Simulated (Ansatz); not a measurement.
# CdS (F-43m): a single-point run

Wanted: a converged single-point run for CdS (F-43m), and a check of what comes out. The structure is shown as the input types it.

The COD entry's cell or inner coordinates are ideal or old and differ from later refinements, so a difference from it is no clean test against experiment.

Program: Ansatz 0.2.0. Level of theory: DFT PBE, scalar-relativistic, plane waves, PAW. These are calculated values, not measurements.

3 further runs of the same task are left out: 1 that didn't finish, 2 set aside as unsound or not needed. Runs told in other sessions of the task aren't counted.

### Step 1. Starting point

Symmetry: F-43m, No. 216, cubic system. The conventional cell has a = 5.927 Å, b = 5.927 Å, c = 5.927 Å, α = 90.00°, β = 90.00°, γ = 90.00°. Cd (site symmetry -43m) is surrounded by 4 S at 2.57 Å. S (site symmetry -43m) has 4 Cd at 2.57 Å in its first shell of neighbours.

Structure file:

```cif
data_structure
_symmetry_space_group_name_H-M 'P 1'
_symmetry_Int_Tables_number 1
_cell_length_a 4.1908
_cell_length_b 4.1908
_cell_length_c 4.1908
_cell_angle_alpha 60.000
_cell_angle_beta 60.000
_cell_angle_gamma 60.000
_cell_volume 52.05
loop_
_atom_site_label
_atom_site_type_symbol
_atom_site_fract_x
_atom_site_fract_y
_atom_site_fract_z
_atom_site_occupancy
Cd1 Cd 0.00000 0.00000 0.00000 1
S1 S 0.75000 0.75000 0.75000 1
```

### Step 2. The run

input.yaml reads:

```yaml
crystal:
  lattice:
    - [0.0, 2.9633540255, 2.9633540255]
    - [2.9633540255, 0.0, 2.9633540255]
    - [2.9633540255, 2.9633540255, 0.0]
  atoms:
    - { symbol: Cd, position: [0.0, 0.0, 0.0] }
    - { symbol: S, position: [0.75, 0.75, 0.75] }
basis:
  ecutwfc: 420
  ecutrho_ratio: 4
kpoints:
  mp_grid: { grid: [10, 10, 10] }
hamiltonian:
  xc: pbe
scf:
  max_iter: 75
output:
  forces: true
  stress: true
```

Command:

```sh
$ ansatz run input.yaml --threads 2 --pin off --max-ram 2662MiB --backend cpu --events-out ev --progress --plain --runs-dir out
```

What happens when this is run?

The program refused the input before any cycle. Its message: «`scf.occupations.method` is required: fixed only where the cell keeps a band gap throughout the run, explicit beside scf.occupations.values (under evaluate: without them) ...»

Look at the input: scf.occupations.method is missing; scf.occupations.width is missing. A block that this kind of run needs isn't there.

The cure: set scf.occupations.method to gaussian and scf.occupations.width to 0.05.
